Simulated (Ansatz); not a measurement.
# SiC (Moissanite) under changes of volume

One of the cells (10.341 Å³/atom); the others are scaled copies at fixed shape and fractional positions:

```
Si C
1.0
     3.07600    0.00000    0.00000
    -1.53800    2.66389    0.00000
     0.00000    0.00000    5.04800
Si C
2 2
Direct
  0.66667 0.33333 0.50000
  0.33333 0.66667 0.00000
  0.66667 0.33333 0.88500
  0.33333 0.66667 0.38500
```

| Property | Result |
| --- | --- |
| Program | Ansatz 0.2.0 |
| Functional | PBEsol |
| Potentials or basis | all-electron LAPW, scalar-relativistic |
| Cutoff | 357 eV (chosen from the basis error) |
| Basis error allowed | 0.001 eV/atom |
| k mesh | 10 × 10 × 5 |
| Occupations | fermi-dirac, width 0.05 eV |
| Spin | no spin polarisation |

| volume (Å³/atom) | energy over the lowest point (meV/atom) | pressure (GPa) | gap on the mesh (eV) | largest force (eV/Å) |
| --- | --- | --- | --- | --- |
| 9.721 | 29.36 | 15.7 | 2.23 | 0.849 |
| 9.927 | ? | ? | ? | ? |
| 10.134 | 3.23 | 4.9 | 2.30 | 0.778 |
| 10.341 | 0.00 | 0.2 | 2.33 | 0.746 |
| 10.548 | 2.51 | -4.0 | 2.36 | 0.715 |
| 10.755 | 10.24 | -7.9 | 2.39 | 0.686 |
| 10.961 | 22.69 | -11.4 | 2.37 | 0.659 |

Problem. What does the run at 9.927 Å³/atom give?

Solution. Energy over the lowest point 12.80 meV/atom; pressure 10.0 GPa; gap on the mesh 2.26 eV; largest force 0.812 eV/Å.

Worked out: A Birch-Murnaghan fit of order 3 (a polynomial in V^(-2/3)) to the other rows has its minimum at 10.35 Å³/atom with B0 = V·E''(V) = 222 GPa and B' = 3.8 at fixed shape and positions, which overstates the stiffness. It gives 12.84 meV/atom at 9.927 Å³/atom, against the run's 12.80, and -dE/dV = 10.1 GPa, against 10.0. A parabola through the other rows of the gap, of slope 1.92 eV per unit of ln V there, gives 2.27 eV, against the run's 2.26.

Energies are extrapolated to zero smearing.

Caveats: an odd mesh through Γ misses points on the zone boundary, where band edges often lie.
